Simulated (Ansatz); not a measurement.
AlNi:

```
Ni Al
1.0
     2.88100    0.00000    0.00000
     0.00000    2.88100    0.00000
     0.00000    0.00000    2.88100
Ni Al
1 1
Direct
  0.50000 0.50000 0.50000
  0.00000 0.00000 0.00000
```

| Quantity | Value |
| --- | --- |
| Program | Ansatz 0.2.0 |
| Task | relaxation of cell and atoms |
| Functional | revPBE |
| Dispersion | D4 |
| Potentials or basis | all-electron LAPW, scalar-relativistic |
| Basis error allowed | 0.001 eV/atom |
| k mesh | 9 × 9 × 9 |
| Occupations | fermi-dirac, width 0.05 eV |
| Spin | collinear spin, ferromagnetic start |
| Starting moments | [1.0, 0.0] μB |

At the start: volume 11.96 Å³/atom.

Q: Where does the relaxation end?

A: Over 5 steps the energy falls by 5.5 meV/atom and the volume is 11.60 Å³/atom (-3.0 %); space group Pm-3m (No. 221, to 0.05 Å); moment 0.00 μB per cell.

Step by step:
| step | energy change (eV) | largest force (eV/Å) | volume (Å³) |
| --- | --- | --- | --- |
| 1 | 0.0000 | 0.0000 | 23.91 |
| 2 | -0.0093 | 0.0000 | 23.49 |
| 3 | -0.0111 | 0.0000 | 23.19 |
| 4 | -0.0111 | 0.0000 | 23.20 |
| 5 | -0.0111 | 0.0000 | 23.20 |

Final structure:
```
CELL_PARAMETERS angstrom
2.85227 0.00000 0.00000
0.00000 2.85227 0.00000
0.00000 0.00000 2.85227
ATOMIC_POSITIONS crystal
Ni 0.50000 0.50000 0.50000
Al 0.00000 0.00000 0.00000
```

Caveat: the starting moments weren't kept.
